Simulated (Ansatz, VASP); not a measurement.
# One calculation of BaS, two programs

INCAR

```
SYSTEM = BaS
PREC     = Accurate       ! precision mode
ENCUT    = 520            ! plane-wave cutoff, eV
EDIFF    = 1E-6           ! SCF threshold, eV
ISMEAR   = 0              ! smearing method
SIGMA    = 0.1            ! smearing width, eV
LREAL    = .FALSE.        ! projectors in reciprocal space
LASPH    = .TRUE.         ! aspherical terms in the spheres
NELM     = 60             ! most SCF steps
ALGO     = Normal         ! electronic algorithm
ISIF     = 2              ! what is computed and relaxed
LWAVE    = .FALSE.        ! write WAVECAR
LCHARG   = .FALSE.        ! write CHGCAR
GGA      = PE             ! functional
NBANDS   = 15             ! bands
```

The input KPOINTS:

```
regular mesh
0
G
  6 6 6
  0 0 0
```

File POSCAR:

```
BaS
1.0
    5.1668286700      0.0000000000      0.0000000000
   -2.5834143300      4.4746048800      0.0000000000
    0.0000000000      0.0000000000      3.4098210200
Ba S
1 1
Direct
    0.0000000000      0.0000000000      0.5000000000
    0.6666666700      0.3333333300      0.0000000000
```

Input for Ansatz:

```yaml
crystal:
  lattice:
    - [5.16682867, 0.0, 0.0]
    - [-2.58341433, 4.47460488, 0.0]
    - [0.0, 0.0, 3.40982102]
  atoms:
    - { symbol: Ba, position: [0.0, 0.0, 0.5] }
    - { symbol: S, position: [0.66666667, 0.33333333, 0.0] }
basis:
  ecutwfc: 420
kpoints:
  mp_grid: { grid: [6, 6, 6] }
hamiltonian:
  xc: pbe
scf:
  occupations: { method: gaussian, width: 0.1 }
  lower_state_search: "off"
output:
  forces: true
  stress: true
  eigenvalues: true
```

Alike in both runs: task single point; functional PBE; k mesh 6 × 6 × 6; occupations gaussian, width 0.1 eV; no spin polarisation.

|  | VASP | Ansatz |
| --- | --- | --- |
| version | VASP 6.6.1 | Ansatz 0.2.0 |
| potentials or method | VASP PAW PBE potentials, release 64 (Ba_sv, S) | scalar-relativistic, plane waves, PAW |
| plane-wave cutoff (eV) | 520 | 420 |
| valence electrons in the cell | 16 | 16 |

|  | VASP | Ansatz | Ansatz less VASP |
| --- | --- | --- | --- |
| gap on the k mesh at the Fermi level (eV) | 0.06 | 0.06 | -0.003 |
| least direct gap on the mesh (eV) | 0.08 | 0.08 | -0.001 |
| pressure (GPa) | -3.2 | -3.6 | -0.39 |
| largest component of the traceless stress (GPa) | 12.77 | 12.88 | +0.109 |

Caveats: spin-orbit coupling is left out, which moves the levels of the heavy elements.
